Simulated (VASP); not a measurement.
# BAs (F-43m) in VASP: notebook

The runs below take BAs through single point, relaxation of cell and atoms, with PBE, PBE0, B3LYP.

Program: VASP 6.6.1. These are calculated values, not measurements. Logs are shortened: lines on timing, memory, paths and dates and some standing lists are left out, and cuts for length are marked.

### Step 1. Starting point

It takes space group F-43m (No. 216, cubic). Conventional cell: a = 4.777 Å, b = 4.777 Å, c = 4.777 Å, α = 90.00°, β = 90.00°, γ = 90.00°. As (site symmetry -43m) is surrounded by 4 B at 2.07 Å. B (site symmetry -43m) has 4 As at 2.07 Å as nearest neighbours.

### Step 2. Single point, PBE

File INCAR:

```
SYSTEM = BAs
  PREC = Accurate
  ENCUT = 520
  EDIFF = 1E-6
  ISMEAR = 0
  SIGMA = 0.014
  LREAL = .False.
  LASPH = .True.
  NELM = 80
  ALGO = Normal
  ISIF = 2
  LWAVE = .False.
  LCHARG = .False.
  GGA = PE
  NBANDS = 11
```

File KPOINTS:

```
regular mesh
0
Gamma
  10 10 10
  0 0 0
```

File POSCAR:

```
BAs
1.0
    0.0000000000      2.3885000000      2.3885000000
    2.3885000000      0.0000000000      2.3885000000
    2.3885000000      2.3885000000      0.0000000000
As B
1 1
Direct
    0.7500000000      0.7500000000      0.7500000000
    0.0000000000      0.0000000000      0.0000000000
```

Potentials or basis: VASP PAW PBE potentials, release 64 (As, B).

On the command line:

```console
$ cat potpaw_PBE.64/As/POTCAR potpaw_PBE.64/B/POTCAR > POTCAR
$ mpirun -np 1 vasp_std > vasp.out
```

OUTCAR:

```text
SYSTEM = BAs
   PREC = Accurate
   ENCUT = 520
   EDIFF = 1E-6
   ISMEAR = 0
   LREAL = .False.
   LASPH = .True.
   NELM = 80
   ISIF = 2
   GGA = PE

 ion  position               nearest neighbor table
   1  0.750  0.750  0.750-   2 2.07   2 2.07   2 2.07   2 2.07
   2  0.000  0.000  0.000-   1 2.07   1 2.07   1 2.07   1 2.07

  LATTYP: Found a face centered cubic cell.
 ALAT       =     4.7770000000

  Lattice vectors:

 A1 = (   0.0000000000,   2.3885000000,   2.3885000000)
 A2 = (   2.3885000000,   0.0000000000,   2.3885000000)
 A3 = (   2.3885000000,   2.3885000000,   0.0000000000)

Analysis of symmetry for initial positions (statically):
=====================================================================
 Subroutine PRICEL returns:
 Original cell was already a primitive cell.

 Routine SETGRP: Setting up the symmetry group for a
 face centered cubic supercell.

 Subroutine GETGRP returns: Found 24 space group operations
 (whereof 24 operations were pure point group operations)
 out of a pool of 48 trial point group operations.

The static configuration has the point symmetry T_d .

Analysis of symmetry for dynamics (positions and initial velocities):
=====================================================================
 Subroutine PRICEL returns:
 Original cell was already a primitive cell.

 Routine SETGRP: Setting up the symmetry group for a
 face centered cubic supercell.

 Subroutine GETGRP returns: Found 24 space group operations
 (whereof 24 operations were pure point group operations)
 out of a pool of 48 trial point group operations.

The dynamic configuration has the point symmetry T_d .

 Subroutine INISYM returns: Found 24 space group operations
 (whereof 24 operations are pure point group operations),
 and found     1 'primitive' translations

----------------------------------------------------------------------------------------

                                     Primitive cell

  volume of cell :      27.2525

  direct lattice vectors                    reciprocal lattice vectors
     0.000000000  2.388500000  2.388500000    -0.209336404  0.209336404  0.209336404
     2.388500000  0.000000000  2.388500000     0.209336404 -0.209336404  0.209336404
     2.388500000  2.388500000  0.000000000     0.209336404  0.209336404 -0.209336404

  length of vectors
     3.377849094  3.377849094  3.377849094     0.362581287  0.362581287  0.362581287

  position of ions in fractional coordinates (direct lattice)
     0.750000000  0.750000000  0.750000000
     0.000000000  0.000000000  0.000000000

  ion indices of the primitive-cell ions
   primitive index   ion index
                 1           1
                 2           2

----------------------------------------------------------------------------------------

 KPOINTS: regular mesh

Automatic generation of k-mesh.
 Grid dimensions read from file:
 generate k-points for:   10   10   10

 Generating k-lattice:

  Cartesian coordinates                     Fractional coordinates (reciprocal lattice)
    -0.020933640  0.020933640  0.020933640     0.100000000  0.000000000  0.000000000
     0.020933640 -0.020933640  0.020933640     0.000000000  0.100000000  0.000000000
     0.020933640  0.020933640 -0.020933640     0.000000000  0.000000000  0.100000000

  Length of vectors
     0.036258129  0.036258129  0.036258129

  Shift w.r.t. Gamma in fractional coordinates (k-lattice)
     0.000000000  0.000000000  0.000000000

 Subroutine IBZKPT returns following result:
 ===========================================

 Found     47 irreducible k-points:

 Following reciprocal coordinates:
            Coordinates               Weight
  0.000000  0.000000  0.000000      1.000000
  0.100000  0.000000  0.000000      8.000000
  0.200000  0.000000  0.000000      8.000000
  0.300000  0.000000  0.000000      8.000000
  0.400000  0.000000  0.000000      8.000000
  0.500000  0.000000  0.000000      4.000000
[... 39 lines left out ...]
 -0.300000  0.400000  0.200000     24.000000
 -0.300000  0.500000  0.200000     12.000000
   k-points           NKPTS =     47   k-points in BZ     NKDIM =     47   number of bands    NBANDS=     11
   number of dos      NEDOS =    301   number of ions     NIONS =      2
   total plane-waves  NPLWV =  21952
   dimension x,y,z NGX =    28 NGY =   28 NGZ =   28
   dimension x,y,z NGXF=    56 NGYF=   56 NGZF=   56
   ions per type =               1   1
   NGX,Y,Z   is equivalent  to a cutoff of  13.78, 13.78, 13.78 a.u.
   NGXF,Y,Z  is equivalent  to a cutoff of  27.56, 27.56, 27.56 a.u.
 SYSTEM =  BAs
   PREC   = accura    normal or accurate (medium, high low for compatibility)
   ISTART =      0    job   : 0-new  1-cont  2-samecut
   ICHARG =      2    charge: 1-file 2-atom 10-const
   ISPIN  =      1    spin polarized calculation?
   LNONCOLLINEAR =      F non collinear calculations
   LSORBIT =      F    spin-orbit coupling
   LASPH  =      T    aspherical Exc in radial PAW
[... 32 lines left out ...]
   LRPA    =     F    only Hartree local field effects (RPA)
 non-spin polarized calculation
 Gauss-broadening in eV      SIGMA  =   0.01
  energy-cutoff  :      520.00
  volume of cell :       27.25
 maximum number of plane-waves:       754
 NGX is ok and might be reduce to    28
   NGX = 13   NGY = 13   NGZ = 13

 number of electron       8.0000000 magnetization

 Free energy of the ion-electron system (eV)
  ---------------------------------------------------
  ext. energy  EPLUGINS =         0.00000000
  ---------------------------------------------------
  free energy    TOTEN  =       -11.40640277 eV

  energy without entropy =      -11.40640277  energy(sigma->0) =      -11.40640277

 E-fermi :   6.2385     XC(G=0): -10.5843

 val. band max:        6.1263304018   @ k =   0.0000   0.0000   0.0000
 cond. band min:       7.3017620040   @ k =   0.4000   0.4000   0.0000
 fundamental gap:      1.1754316022
 Fermi energy:         6.2385213397

 k-point     1 :       0.0000    0.0000    0.0000
  band No.  band energies     occupation
      1      -9.2749      2.00000
      2       6.1263      2.00000
      3       6.1263      2.00000
      4       6.1263      2.00000
      5       9.4028      0.00000
      6       9.4028      0.00000
      7       9.4028      0.00000
      8      10.8131      0.00000
      9      15.7090      0.00000
     10      19.0768      0.00000
     11      19.0768      0.00000

 k-point     2 :       0.1000    0.0000    0.0000
  band No.  band energies     occupation
      1      -9.1107      2.00000
      2       4.7309      2.00000
      3       5.8247      2.00000
      4       5.8247      2.00000
      5       9.5502      0.00000
      6       9.8001      0.00000
      7       9.8001      0.00000
      8      11.6850      0.00000
      9      16.3542      0.00000
     10      18.0093      0.00000
     11      18.0093      0.00000

 k-point     3 :       0.2000    0.0000    0.0000
  band No.  band energies     occupation
      1      -8.6264      2.00000
      2       2.3655      2.00000
      3       5.2500      2.00000
      4       5.2500      2.00000
      5       9.3351      0.00000
      6      10.5171      0.00000
      7      10.5171      0.00000
      8      13.3083      0.00000
      9      17.2898      0.00000
     10      17.2898      0.00000
     11      17.3527      0.00000

 k-point     4 :       0.3000    0.0000    0.0000
  band No.  band energies     occupation
      1      -7.8583      2.00000
      2       0.0738      2.00000
      3       4.7417      2.00000
      4       4.7417      2.00000
      5       9.0631      0.00000
      6      10.9192      0.00000
      7      10.9192      0.00000
      8      14.5734      0.00000
      9      17.4744      0.00000
     10      17.7372      0.00000
     11      17.7372      0.00000
[... 463 lines left out ...]
 k-point    38 :      -0.4000    0.3000    0.1000
  band No.  band energies     occupation
      1      -5.6357      2.00000
      2      -1.9274      2.00000
      3       0.9840      2.00000
      4       2.6352      2.00000
      5       9.4875      0.00000
      6      12.0336      0.00000
      7      13.2687      0.00000
      8      15.0897      0.00000
      9      16.7521      0.00000
     10      20.5176      0.00000
     11      22.2466      0.00000

 k-point    39 :      -0.3000    0.3000    0.1000
  band No.  band energies     occupation
      1      -5.8332      2.00000
      2      -1.6394      2.00000
      3       0.7519      2.00000
      4       2.9726      2.00000
      5       9.8816      0.00000
      6      11.7900      0.00000
      7      13.4553      0.00000
      8      15.2324      0.00000
      9      16.2587      0.00000
     10      19.0532      0.00000
     11      22.3631      0.00000

 k-point    40 :      -0.2000    0.3000    0.1000
  band No.  band energies     occupation
      1      -6.6530      2.00000
      2      -0.5429      2.00000
      3       1.1149      2.00000
      4       3.5824      2.00000
      5      10.2717      0.00000
      6      11.3533      0.00000
      7      12.3777      0.00000
      8      14.3419      0.00000
      9      17.0806      0.00000
     10      18.8929      0.00000
     11      21.9304      0.00000

 [... further k-points ...]
[... 5 lines left out ...]
  --------------------------------------------------------------------------------------
  -------------------------------------------------------------------------------------
  Total        0.5824743      0.5824743      0.5824743      0.0000000      0.0000000      0.0000000
  in kB       34.2437714     34.2437714     34.2437714      0.0000000      0.0000000      0.0000000
  external PRESSURE =      34.2437714 kB  Pullay stress =       0.0000000 kB

 VOLUME and BASIS-vectors are now :
 -----------------------------------------------------------------------------
  energy-cutoff  :      520.00
  volume of cell :       27.25
      direct lattice vectors                 reciprocal lattice vectors
     0.000000000  2.388500000  2.388500000    -0.209336404  0.209336404  0.209336404
     2.388500000  0.000000000  2.388500000     0.209336404 -0.209336404  0.209336404
     2.388500000  2.388500000  0.000000000     0.209336404  0.209336404 -0.209336404

 POSITION                                       TOTAL-FORCE (eV/Angst)
 -----------------------------------------------------------------------------------
      3.58275      3.58275      3.58275         0.000000      0.000000      0.000000
      0.00000      0.00000      0.00000        -0.000000     -0.000000     -0.000000
 -----------------------------------------------------------------------------------
    total drift:                                0.000000      0.000000      0.000000

  FREE ENERGIE OF THE ION-ELECTRON SYSTEM (eV)
  ---------------------------------------------------
  free  energy   TOTEN  =       -11.4064027662 eV

  energy  without entropy=      -11.4064027662  energy(sigma->0) =      -11.40640277
```

It took 10 s on 1 thread of AMD EPYC 9R45 (Zen 5), shared host; peak memory 0.13 GiB.

Results:

```
Free energy            : -11.4064 eV
Pressure               : 3.4 GPa
Band gap on the k mesh : 1.18 eV, indirect (least direct gap 3.28 eV)
```

### Step 3. Relaxation of cell and atoms, PBE0

POSCAR is that of step 2.

File INCAR.step1:

```
SYSTEM = BAs
PREC = Accurate
ENCUT = 600
EDIFF = 1E-5
ISMEAR = -1
SIGMA = 0.05
LREAL = .FALSE.
LASPH = .TRUE.
NELM = 60
ALGO = Normal
LWAVE = .TRUE.
LCHARG = .FALSE.
GGA = PE
```

File INCAR.step2:

```
SYSTEM = BAs
PREC = Accurate
ENCUT = 600
EDIFF = 1E-7
ISMEAR = -1
SIGMA = 0.05
LREAL = .FALSE.
LASPH = .TRUE.
NELM = 60
ALGO = Normal
ISIF = 3
LWAVE = .FALSE.
LCHARG = .FALSE.
GGA = PE
LHFCALC = .TRUE.
AEXX = 0.25
PRECFOCK = Fast
IBRION = 2
NSW = 60
EDIFFG = -0.01
ISTART = 1
```

File KPOINTS:

```
Automatic mesh
0
G
  5 5 5
  0 0 0
```

Potentials or basis: VASP PAW PBE potentials, release 64 (As, B).

On the command line:

```console
$ cat potpaw_PBE.64/As/POTCAR potpaw_PBE.64/B/POTCAR > POTCAR
$ cp INCAR.step1 INCAR
$ mpirun -np 1 vasp_std > vasp.out
$ cp INCAR.step2 INCAR
$ mpirun -np 1 vasp_std > vasp.out
```

It took 2.1 min on 1 thread of AMD EPYC 9R45 (Zen 5), shared host; peak memory 0.13 GiB.

It converged, with:

```yaml
Free_energy: -14.1521 eV
Relaxed_volume: 13.57 Å³/atom
Relaxed_cell: a = 3.373 Å, b = 3.373 Å, c = 3.373 Å, α = 60.00°, β = 60.00°, γ = 60.00°
Space_group_after_relaxing_to_0.05_Å: F-43m (No. 216)
Energy_gained_by_relaxing: 0.1 meV/atom
Ionic_steps: 3
Pressure_after_relaxing: 0.0 GPa
Band_gap_on_the_k_mesh: 2.57 eV, indirect (least direct gap 4.86 eV)
```

The path:
| step | energy change (eV) | largest force (eV/Å) | pressure (GPa) | volume (Å³) |
| --- | --- | --- | --- | --- |
| 1 | 0.0000 | 0.0000 | -0.60 | 27.25 |
| 2 | -0.0001 | 0.0000 | 0.49 | 27.05 |
| 3 | -0.0002 | 0.0000 | 0.01 | 27.14 |

Final structure:
```xyz
2
Lattice="0.0000 2.3853 2.3853 2.3853 0.0000 2.3853 2.3853 2.3853 0.0000" Properties=species:S:1:pos:R:3 pbc="T T T"
As    3.5779    3.5779    3.5779
B     0.0000    0.0000    0.0000
```

Levels at points of the mesh, in eV from the valence-band top:
| k point | band 1 | band 2 | band 3 | band 4 | band 5 | band 6 | band 7 | band 8 |
| --- | --- | --- | --- | --- | --- | --- | --- | --- |
| (0.00, 0.00, 0.00) | -17.05 | 0.00 | 0.00 | 0.00 | 4.86 | 4.86 | 4.86 | 6.70 |

Caveat: the k mesh is coarse (spacing up to 0.46 Å⁻¹), so the values aren't converged, least of all with exact exchange; the PAW data sets were made with another functional, which shifts forces and pressure a little; an odd mesh through Γ misses points on the zone boundary, where band edges often lie.

### Step 4. Single point, PBE0, spin-orbit coupling, no magnetisation

POSCAR is that of step 3.

File INCAR.step1:

```
SYSTEM = BAs
PREC = Accurate
ENCUT = 520
EDIFF = 1E-5
ISMEAR = -1
SIGMA = 0.05
LREAL = .FALSE.
LASPH = .TRUE.
NELM = 60
ALGO = Normal
ISIF = 2
LWAVE = .TRUE.
LCHARG = .FALSE.
MAGMOM = 0 0 0 0 0 0
LORBIT = 11
LSORBIT = .TRUE.
GGA_COMPAT = .FALSE.
GGA = PE
```

File INCAR.step2:

```
SYSTEM = BAs
PREC = Accurate
ENCUT = 520
EDIFF = 1E-6
ISMEAR = -1
SIGMA = 0.05
LREAL = .FALSE.
LASPH = .TRUE.
NELM = 60
ALGO = Normal
ISIF = 2
LWAVE = .FALSE.
LCHARG = .FALSE.
MAGMOM = 0 0 0 0 0 0
LORBIT = 11
LSORBIT = .TRUE.
GGA_COMPAT = .FALSE.
GGA = PE
LHFCALC = .TRUE.
AEXX = 0.25
PRECFOCK = Normal
HFRCUT = -1
ISTART = 1
```

File KPOINTS:

```
Automatic mesh
0
G
  4 4 4
  0 0 0
```

On the command line:

```console
$ cat potpaw_PBE.64/As/POTCAR potpaw_PBE.64/B/POTCAR > POTCAR
$ cp INCAR.step1 INCAR
$ mpirun -np 1 vasp_ncl > vasp.out
$ cp INCAR.step2 INCAR
$ mpirun -np 1 vasp_ncl > vasp.out
```

It took 3.4 min on 1 thread of AMD EPYC 9R45 (Zen 5), shared host; peak memory 0.21 GiB.

The run converged. Its results:

```yaml
Free_energy: -14.0264 eV
Pressure: -0.2 GPa
Valence_electrons_inside_the_program's_atomic_spheres: As 2.98; B 1.83
```

Caveat: the k mesh is coarse (spacing up to 0.57 Å⁻¹), so the values aren't converged, least of all with exact exchange; the PAW data sets were made with another functional, which shifts forces and pressure a little.

### Step 5. Single point, PBE

File INCAR:

```
  ALGO = Normal
  EDIFF = 1E-7
  ENCUT = 520
  GGA = PE
  ISIF = 2
  ISMEAR = 0
  LASPH = True
  LCHARG = True
  LELF = True
  LREAL = False
  LVHAR = True
  LWAVE = False
  NELM = 60
  PREC = Accurate
  SIGMA = 0.019000000000000003
```

File KPOINTS:

```
k-points
0
Gamma
  10 10 10
```

POSCAR is that of step 4.

On the command line:

```console
$ cat potpaw_PBE.64/As/POTCAR potpaw_PBE.64/B/POTCAR > POTCAR
$ mpirun -np 1 vasp_std > vasp.out
```

Run time: 18 s. Hardware: 1 thread of Intel Xeon Platinum 8488C (Sapphire Rapids), shared host; peak memory 0.15 GiB.

It converged, with:

| Item | Value |
| --- | --- |
| Free energy | -11.4064 eV |
| Pressure | 3.4 GPa |
| Band gap on the k mesh | 1.18 eV, indirect (least direct gap 3.28 eV) |

Levels at points of the mesh, in eV from the valence-band top:
```csv
k point,band 1,band 2,band 3,band 4,band 5,band 6,band 7,band 8
"(0.00, 0.00, 0.00)",-15.40,0.00,0.00,0.00,3.28,3.28,3.28,4.69
"(0.50, 0.00, 0.00)",-12.53,-8.79,-1.82,-1.82,2.69,4.78,4.78,8.86
"(0.50, 0.50, 0.00)",-11.21,-8.53,-4.08,-4.08,1.43,1.44,11.37,11.37
```

### Step 6. Relaxation of cell and atoms, B3LYP

POSCAR is that of step 5.

File INCAR.step1:

```
SYSTEM = BAs
PREC = Accurate ; ENCUT = 600
EDIFF = 1E-5 ; ISMEAR = -1
SIGMA = 0.05 ; LREAL = .False.
LASPH = .True. ; NELM = 100
ALGO = Normal ; LWAVE = .True.
LCHARG = .False. ; GGA = PE
```

File INCAR.step2:

```
SYSTEM = BAs
PREC = Accurate ; ENCUT = 600
EDIFF = 1E-6 ; ISMEAR = -1
SIGMA = 0.05 ; LREAL = .False.
LASPH = .True. ; NELM = 100
ALGO = Normal ; ISIF = 3
LWAVE = .False. ; LCHARG = .False.
GGA = B3 ; LHFCALC = .True.
AEXX = 0.2 ; AGGAX = 0.72
AGGAC = 0.81 ; ALDAC = 0.19
PRECFOCK = Normal ; IBRION = 2
NSW = 40 ; EDIFFG = -0.01
ISTART = 1
```

File KPOINTS:

```
regular mesh
0
Gamma
  5 5 5
  0 0 0
```

Potentials or basis: VASP PAW PBE potentials, release 64 (As, B).

On the command line:

```console
$ cat potpaw_PBE.64/As/POTCAR potpaw_PBE.64/B/POTCAR > POTCAR
$ cp INCAR.step1 INCAR
$ mpirun -np 1 vasp_std > vasp.out
$ cp INCAR.step2 INCAR
$ mpirun -np 1 vasp_std > vasp.out
```

Run time: 12 min. Hardware: 1 thread of Intel Xeon Platinum 8488C (Sapphire Rapids), shared host; peak memory 0.18 GiB.

Results (log left out):

| Item | Value |
| --- | --- |
| Free energy | -12.4637 eV |
| Relaxed volume | 14.05 Å³/atom |
| Relaxed cell | a = 3.413 Å, b = 3.413 Å, c = 3.413 Å, α = 60.00°, β = 60.00°, γ = 60.00° |
| Space group after relaxing (to 0.05 Å) | F-43m (No. 216) |
| Energy gained by relaxing | 5.6 meV/atom |
| Ionic steps | 3 |
| Pressure after relaxing | 0.0 GPa |
| Band gap on the k mesh | 2.55 eV, indirect (least direct gap 4.60 eV) |

Step by step:
```
step  energy change (eV)  largest force (eV/Å)  pressure (GPa)  volume (Å³)
   1              0.0000                0.0000            4.37        27.25
   2             -0.0053                0.0000           -2.88        28.75
   3             -0.0112                0.0000           -0.02        28.10
```

Final structure:
```
CELL_PARAMETERS angstrom
0.00000 2.41301 2.41301
2.41301 0.00000 2.41301
2.41301 2.41301 0.00000
ATOMIC_POSITIONS crystal
As 0.75000 0.75000 0.75000
B 0.00000 0.00000 0.00000
```

Levels at points of the mesh, in eV from the valence-band top:
```tsv
k point	band 2	band 3	band 4	band 5	band 6	band 7
(0.00, 0.00, 0.00)	0.00	0.00	0.00	4.60	4.60	4.60
```

Caveat: the k mesh is coarse (spacing up to 0.46 Å⁻¹), so the values aren't converged, least of all with exact exchange; the PAW data sets were made with another functional, which shifts forces and pressure a little; an odd mesh through Γ misses points on the zone boundary, where band edges often lie. Zero-point motion and thermal expansion aren't in these numbers.

### Step 7. Summary

| task | level | spin | cell | k mesh | cutoff (eV) | smearing | grid for exact exchange (PRECFOCK) | exchange at q = 0 | mesh quality | gap on the mesh (eV) | pressure (GPa) | relaxed volume (Å³/atom) |
| --- | --- | --- | --- | --- | --- | --- | --- | --- | --- | --- | --- | --- |
| single point | PBE | off | as given | 10 × 10 × 10 | 520 | gaussian 0.014 eV | - | - | not flagged | 1.18 | 3.4 | - |
| relaxation of cell and atoms | PBE0 | off | relaxed | 5 × 5 × 5 | 600 | fermi-dirac 0.05 eV | Fast | default | coarse | 2.57 | 0.0 | 13.57 |
| single point | PBE0 | SOC, no magnetisation | as given | 4 × 4 × 4 | 520 | fermi-dirac 0.05 eV | Normal | truncated | coarse | - | -0.2 | - |
| single point | PBE | off | as given | 10 × 10 × 10 | 520 | gaussian 0.019 eV | - | - | not flagged | 1.18 | 3.4 | - |
| relaxation of cell and atoms | B3LYP | off | relaxed | 5 × 5 × 5 | 600 | fermi-dirac 0.05 eV | Normal | default | coarse | 2.55 | 0.0 | 14.05 |

Alike in all rows: potentials or basis VASP PAW PBE potentials, release 64 (As, B).

Caveats: some runs use coarse meshes; the PAW data sets were made with another functional, which shifts forces and pressure a little (some runs); an odd mesh through Γ misses points on the zone boundary, where band edges often lie (some runs).

Absolute energies hang on the potentials; compare differences alone.
